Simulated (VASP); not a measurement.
# Mn (P6_3/mmc) in VASP: further runs, part 2 of 2

VASP 6.6.1. The steps go on from the part before.

## (3) Relaxation of cell and atoms, PBE

This run uses another cell than the first one, of 10.75 Å³/atom, 1.005 times its volume.

Contents of INCAR:

```
SYSTEM = Mn
PREC = Accurate ; ENCUT = 600
EDIFF = 1E-6 ; ISMEAR = 0
SIGMA = 0.1 ; LREAL = .FALSE.
LASPH = .TRUE. ; NELM = 100
ALGO = Fast ; ISIF = 3
LWAVE = .FALSE. ; LCHARG = .FALSE.
GGA = PE ; IBRION = 2
NSW = 100 ; EDIFFG = -0.005
```

Contents of KPOINTS:

```
Automatic mesh
0
G
  21 21 10
  0 0 0
```

Contents of POSCAR:

```
Mn
1.0
    2.4836457705      0.0000000000      0.0000000000
   -1.2418228852      2.1509003313      0.0000000000
    0.0000000000      0.0000000000      4.0261950000
Mn
2
Direct
    0.6666666700      0.3333333300      0.7500000000
    0.3333333300      0.6666666700      0.2500000000
```

Potentials or basis: VASP PAW PBE potentials, release 64 (Mn_pv).

Command:

```bash
$ cat potpaw_PBE.64/Mn_pv/POTCAR > POTCAR
$ mpirun -np 1 vasp_std > vasp.out
```

OUTCAR:

```text
SYSTEM = Mn
   PREC = Accurate
   ENCUT = 600
   EDIFF = 1E-6
   ISMEAR = 0
   LREAL = .FALSE.
   LASPH = .TRUE.
   NELM = 100
   ISIF = 3
   GGA = PE
   IBRION = 2
   NSW = 100
   EDIFFG = -0.005

 ion  position               nearest neighbor table
   1  0.667  0.333  0.750-   2 2.47   2 2.47   2 2.47   2 2.47   2 2.47   2 2.47
   2  0.333  0.667  0.250-   1 2.47   1 2.47   1 2.47   1 2.47   1 2.47   1 2.47

  LATTYP: Found a hexagonal cell.
 ALAT       =     2.4836457705
 C/A-ratio  =     1.6210826229

  Lattice vectors:

 A1 = (   2.4836457705,   0.0000000000,   0.0000000000)
 A2 = (  -1.2418228852,   2.1509003313,   0.0000000000)
 A3 = (   0.0000000000,   0.0000000000,   4.0261950000)

Analysis of symmetry for initial positions (statically):
=====================================================================
 Subroutine PRICEL returns:
 Original cell was already a primitive cell.

 Routine SETGRP: Setting up the symmetry group for a
 hexagonal supercell.

 Subroutine GETGRP returns: Found 24 space group operations
 (whereof 12 operations were pure point group operations)
 out of a pool of 24 trial point group operations.

The static configuration has the point symmetry D_3d.
 The point group associated with its full space group is D_6h.

Analysis of symmetry for dynamics (positions and initial velocities):
=====================================================================
 Subroutine PRICEL returns:
 Original cell was already a primitive cell.

 Routine SETGRP: Setting up the symmetry group for a
 hexagonal supercell.

 Subroutine GETGRP returns: Found 24 space group operations
 (whereof 12 operations were pure point group operations)
 out of a pool of 24 trial point group operations.

The dynamic configuration has the point symmetry D_3d.
 The point group associated with its full space group is D_6h.

 Subroutine INISYM returns: Found 24 space group operations
 (whereof 12 operations are pure point group operations),
 and found     1 'primitive' translations

----------------------------------------------------------------------------------------

                                     Primitive cell

  volume of cell :      21.5082

  direct lattice vectors                    reciprocal lattice vectors
     2.483645770  0.000000000  0.000000000     0.402633907  0.232460795  0.000000000
    -1.241822885  2.150900331  0.000000000     0.000000000  0.464921589  0.000000000
     0.000000000  0.000000000  4.026195000     0.000000000  0.000000000  0.248373464

  length of vectors
     2.483645770  2.483645771  4.026195000     0.464921589  0.464921589  0.248373464

  position of ions in fractional coordinates (direct lattice)
     0.666666670  0.333333330  0.750000000
     0.333333330  0.666666670  0.250000000

  ion indices of the primitive-cell ions
   primitive index   ion index
                 1           1
                 2           2

----------------------------------------------------------------------------------------

 KPOINTS: Automatic mesh

Automatic generation of k-mesh.
 Grid dimensions read from file:
 generate k-points for:   21   21   10

 Generating k-lattice:

[... 45 lines left out ...]
   total plane-waves  NPLWV =  12800
   dimension x,y,z NGX =    20 NGY =   20 NGZ =   32
   dimension x,y,z NGXF=    40 NGYF=   40 NGZF=   64
   ions per type =               2
   NGX,Y,Z   is equivalent  to a cutoff of  13.39, 13.39, 13.21 a.u.
   NGXF,Y,Z  is equivalent  to a cutoff of  26.77, 26.77, 26.43 a.u.
 SYSTEM =  Mn
   PREC   = accura    normal or accurate (medium, high low for compatibility)
   ISTART =      0    job   : 0-new  1-cont  2-samecut
   ICHARG =      2    charge: 1-file 2-atom 10-const
   ISPIN  =      1    spin polarized calculation?
   LNONCOLLINEAR =      F non collinear calculations
   LSORBIT =      F    spin-orbit coupling
   LASPH  =      T    aspherical Exc in radial PAW
   ENCUT  =  600.0 eV  44.10 Ry    6.64 a.u.   4.96  4.96  8.04*2*pi/ulx,y,z
   NELM   =    100;   NELMIN=  2; NELMDL= -5     # of ELM steps
   EDIFF  = 0.1E-05   stopping-criterion for ELM
   LREAL  =      F    real-space projection
   EDIFFG = -.5E-02   stopping-criterion for IOM
   NSW    =    100    number of steps for IOM
   IBRION =      2    ionic relax: 0-MD 1-quasi-New 2-CG
   NFREE  =      1    steps in history (QN), initial steepest desc. (CG)
   ISIF   =      3    stress and relaxation
   ISYM   =      2    0-nonsym 1-usesym 2-fastsym
   POTIM  = 0.5000    time-step for ionic-motion
   TEBEG  =    0.0;   TEEND  =   0.0 temperature during run
   PSTRESS=    0.0 pullay stress
   NELECT =      26.0000    total number of electrons
   NUPDOWN=      -1.0000    fix difference up-down
   EMIN   =  10.00;   EMAX   =-10.00  energy-range for DOS
   EFERMI =   0.00;   METHOD = LEGACY
   ISMEAR =     0;   SIGMA  =   0.10  broadening in eV -4-tet -1-fermi 0-gaus
   EFERMI_NEDOS =   21; number of points for ismear=-14 and -15
   IALGO  =     68    algorithm
   IMIX   =      4    mixing-type and parameters
     AMIX     =   0.40;   BMIX     =  1.00
     AMIX_MAG =   1.60;   BMIX_MAG =  1.00
  volume/ion in A,a.u.               =      10.75        72.57
  Fermi-wavevector in a.u.,A,eV,Ry     =   1.743938  3.295565 41.379665  3.041320
  Thomas-Fermi vector in A             =   2.815914
   LORBIT       =      0    0 simple, 1 ext, 2 COOP (PROOUT), +10 PAW based schemes
   GGA     = PE    functional components
   LHFCALC =     F    Hartree Fock is set to
   AEXX    =    0.0000 exact exchange contribution
   IVDW    =     0    specifies the selected vdW correction
   LEPSILON=     F    determine dielectric tensor
   LRPA    =     F    only Hartree local field effects (RPA)
 conjugate gradient relaxation of ions
 non-spin polarized calculation
 RMM-DIIS sequential band-by-band and
 Gauss-broadening in eV      SIGMA  =   0.10
  energy-cutoff  :      600.00
  volume of cell :       21.51
 maximum number of plane-waves:       756
 NGX is ok and might be reduce to    20
   NGX =  9   NGY =  9   NGZ = 17

--------------------------------------- Ionic step        1  -------------------------------------------

 number of electron      26.0000022 magnetization

 Free energy of the ion-electron system (eV)
  ---------------------------------------------------
  ext. energy  EPLUGINS =         0.00000000
  ---------------------------------------------------
  free energy    TOTEN  =       -17.89410141 eV

  energy without entropy =      -17.87909801  energy(sigma->0) =      -17.88659971

------------------------ aborting loop because EDIFF is reached ----------------------------------------

  FORCE on cell =-STRESS in cart. coord.  units (eV):
  Direction    XX          YY          ZZ          XY          YZ          ZX
  --------------------------------------------------------------------------------------
  -------------------------------------------------------------------------------------
  Total       -0.1668426     -0.1668426     -0.2725428     -0.0000000     -0.0000000     -0.0000000
  in kB      -12.4283272    -12.4283272    -20.3020818     -0.0000000     -0.0000000     -0.0000000
  external PRESSURE =     -15.0529121 kB  Pullay stress =       0.0000000 kB
[... 275 lines left out ...]
--------------------------------------- Ionic step        9  -------------------------------------------

 number of electron      26.0000022 magnetization

 Free energy of the ion-electron system (eV)
  ---------------------------------------------------
  ext. energy  EPLUGINS =         0.00000000
  ---------------------------------------------------
  free energy    TOTEN  =       -17.89466946 eV

  energy without entropy =      -17.87970335  energy(sigma->0) =      -17.88718641

 E-fermi :  10.4256     XC(G=0): -14.0457

 val. band max:       10.4254860548   @ k =   0.3810   0.0000   0.2000
 cond. band min:      10.4276950289   @ k =   0.2857   0.1905   0.5000
 fundamental gap:      0.0022089741
 Fermi energy:        10.4255658500

 k-point     1 :       0.0000    0.0000    0.0000
  band No.  band energies     occupation
      1     -37.8495      2.00000
      2     -37.1780      2.00000
      3     -37.1780      2.00000
      4     -37.0718      2.00000
      5     -37.0718      2.00000
      6     -37.0628      2.00000
[... 457 lines left out ...]
      4     -37.2528      2.00000
      5     -37.1364      2.00000
      6     -37.1250      2.00000
[... 9 lines left out ...]
     16      11.2927      0.00000
     17      12.2451      0.00000

 [... further k-points ...]

------------------------ aborting loop because EDIFF is reached ----------------------------------------

  FORCE on cell =-STRESS in cart. coord.  units (eV):
  Direction    XX          YY          ZZ          XY          YZ          ZX
  --------------------------------------------------------------------------------------
  -------------------------------------------------------------------------------------
  Total       -0.0065223     -0.0065223      0.0018525     -0.0000000      0.0000000     -0.0000000
  in kB       -0.4883604     -0.4883604      0.1387050     -0.0000000      0.0000000     -0.0000000
  external PRESSURE =      -0.2793386 kB  Pullay stress =       0.0000000 kB
[... 17 lines left out ...]
  FREE ENERGIE OF THE ION-ELECTRON SYSTEM (eV)
  ---------------------------------------------------
  free  energy   TOTEN  =       -17.8946694631 eV

  energy  without entropy=      -17.8797033545  energy(sigma->0) =      -17.88718641

 reached required accuracy - stopping structural energy minimisation
```

OSZICAR:

```text
N       E                     dE             d eps       ncg     rms          rms(c)
DAV:   1     0.253850351789E+03    0.25385E+03   -0.17650E+04  9824   0.236E+03
DAV:   2    -0.109275491782E+02   -0.26478E+03   -0.26160E+03  9946   0.542E+02
DAV:   3    -0.211231225211E+02   -0.10196E+02   -0.98944E+01 11204   0.120E+02
[... 64 lines left out ...]
   8 F= -.17894669E+02 E0= -.17887184E+02  d E =-.295971E-04
       N       E                     dE             d eps       ncg     rms          rms(c)
DAV:   1    -0.178946731383E+02   -0.41101E-05   -0.95535E-05  9813   0.100E-01    0.152E-02
RMM:   2    -0.178946697852E+02    0.33531E-05   -0.44310E-06  7612   0.271E-02    0.574E-03
RMM:   3    -0.178946694631E+02    0.32210E-06   -0.12348E-06  5186   0.105E-02
   9 F= -.17894669E+02 E0= -.17887186E+02  d E =-.299392E-04
```

Wall time 4 min (1 thread of Intel Xeon Platinum 8488C (Sapphire Rapids), shared host); peak memory 0.23 GiB.

What came out:

- Free energy: -17.8947 eV
- Relaxed volume: 10.70 Å³/atom
- Relaxed cell: a = 2.481 Å, b = 2.481 Å, c = 4.013 Å, α = 90.00°, β = 90.00°, γ = 120.00°
- Space group after relaxing (to 0.05 Å): P6_3/mmc (No. 194)
- Energy gained by relaxing: 0.3 meV/atom
- Ionic steps: 9
- Pressure after relaxing: 0.0 GPa
- Band gap on the k mesh: none (metal or under the smearing width)

Step by step:
| step | energy change (eV) | largest force (eV/Å) | pressure (GPa) | volume (Å³) |
| --- | --- | --- | --- | --- |
| 1 | 0.0000 | 0.0000 | -1.51 | 21.51 |
| 2 | 0.0012 | 0.0000 | 2.66 | 21.20 |
| 3 | -0.0005 | 0.0000 | -0.01 | 21.40 |
| 4 | -0.0005 | 0.0000 | 0.08 | 21.39 |
| 5 | -0.0005 | 0.0000 | 0.00 | 21.39 |
| 6 | -0.0006 | 0.0000 | 0.17 | 21.40 |
| 7 | -0.0006 | 0.0000 | -0.09 | 21.40 |
| 8 | -0.0006 | 0.0000 | 0.05 | 21.40 |
| 9 | -0.0006 | 0.0000 | -0.03 | 21.40 |

Final structure:
```xyz
2
Lattice="2.4813 0.0000 0.0000 -1.2407 2.1489 0.0000 0.0000 0.0000 4.0131" Properties=species:S:1:pos:R:3 pbc="T T T"
Mn    1.2407    0.7163    3.0098
Mn    0.0000    1.4326    1.0033
```

Levels at points of the mesh, in eV from the Fermi level:
| k point | band 11 | band 12 | band 13 | band 14 | band 15 | band 16 |
| --- | --- | --- | --- | --- | --- | --- |
| (0.00, 0.00, 0.00) | -0.95 | -0.47 | -0.47 | 0.05 | 0.05 | 0.75 |
| (0.00, 0.00, 0.50) | -1.03 | -1.03 | -1.03 | -1.03 | 1.20 | 1.20 |

Caveat: the run has no spin polarisation, though such a crystal can be magnetic. Spin polarisation is off, so any magnetic state and its effect on volume and gap are missing.

## (4) Single point, PBE, collinear spin, typed start

This run uses another cell than the first one, of 10.75 Å³/atom, 1.005 times its volume.

Contents of INCAR:

```
SYSTEM = Mn
  ALGO = Normal
  EDIFF = 1E-7
  ENCUT = 520
  GGA = PE
  ISIF = 2
  ISMEAR = 0
  ISPIN = 2
  LASPH = .TRUE.
  LCHARG = .FALSE.
  LMAXMIX = 4
  LORBIT = 11
  LREAL = .FALSE.
  LWAVE = .FALSE.
  MAGMOM = 4 4
  NBANDS = 24
  NELM = 150
  PREC = Accurate
  SIGMA = 0.1
```

Contents of KPOINTS:

```
k-points
0
G
  9 9 4
  0 0 0
```

POSCAR is that of step 3.

Command:

```bash
$ cat potpaw_PBE.64/Mn_pv/POTCAR > POTCAR
$ mpirun -np 1 vasp_std > vasp.out
```

Wall time 24 s (1 thread of Intel Xeon Platinum 8488C (Sapphire Rapids), shared host); peak memory 0.14 GiB.

It converged, with:

```yaml
Free_energy: -17.8905 eV
Pressure: -1.2 GPa
Band_gap_on_the_k_mesh: none (metal or under the smearing width)
Net_moment: 0.00 μB per cell
Valence_electrons_inside_the_program's_atomic_spheres: Mn 11.98
```

Stress tensor (GPa, compression positive):
```
-1.06  0.00  0.00
 0.00 -1.06  0.00
 0.00  0.00 -1.34
```

Levels at points of the mesh, in eV from the Fermi level:
Spin up:
```csv
k point,band 10,band 11,band 12,band 13,band 14,band 15,band 16,band 17
"(0.00, 0.00, 0.00)",-0.94,-0.94,-0.47,-0.47,0.06,0.06,0.73,1.61
"(0.00, 0.00, 0.50)",-1.53,-1.01,-1.01,-1.01,-1.01,1.19,1.19,1.19
```
Spin down:
| k point | band 11 | band 12 | band 13 | band 14 | band 15 | band 16 |
| --- | --- | --- | --- | --- | --- | --- |
| (0.00, 0.00, 0.00) | -0.94 | -0.47 | -0.47 | 0.06 | 0.06 | 0.73 |
| (0.00, 0.00, 0.50) | -1.01 | -1.01 | -1.01 | -1.01 | 1.19 | 1.19 |

Caveat: the k mesh is coarse (spacing up to 0.39 Å⁻¹), so the values aren't converged; the starting moments collapsed, and a magnetic state may lie lower.
